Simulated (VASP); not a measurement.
A run of VASP 6.6.1:

The input INCAR:

```
SYSTEM = W
  PREC = Accurate
  ENCUT = 520
  EDIFF = 1E-6
  ISMEAR = 1
  SIGMA = 0.1
  LREAL = .FALSE.
  LASPH = .TRUE.
  NELM = 120
  ALGO = Normal
  ISIF = 2
  LWAVE = .FALSE.
  LCHARG = .FALSE.
  LDIPOL = .TRUE.
  IDIPOL = 3
  DIPOL = 0.5 0.5 0.500
  GGA = PE
  IBRION = 2
  NSW = 90
  EDIFFG = -0.02
  KPAR = 2
```

File KPOINTS:

```
Automatic mesh
0
G
  12 12 1
  0 0 0
```

POSCAR

```
W
1.0
    2.8655568500      0.0000000000      0.0000000000
   -0.9551856200      2.7016728600      0.0000000000
    0.0000000000      0.0000000000     28.6800156200
W
4
Direct
    0.5000000000      0.5000000000      0.3873626600
    0.0000000000      0.0000000000      0.4624554000
    0.5000000000      0.5000000000      0.5375481300
    0.0000000000      0.0000000000      0.6126373400
```

Potentials or basis: VASP PAW PBE potentials, release 64 (W_sv).

Launch:

```bash
$ cat potpaw_PBE.64/W_sv/POTCAR > POTCAR
$ mpirun -np 2 vasp_std > vasp.out
```

Hardware: 2 MPI ranks on Intel(R) Xeon(R) 6975P-C (Granite Rapids) (shared host).

Task: Estimate the wall time of this run.

Result: Wall time 9.6 min on 2 MPI ranks on Intel(R) Xeon(R) 6975P-C (Granite Rapids) (shared host), peak memory 0.48 GiB a rank. Counts: scf iterations 62, k points 43, ion steps 5.
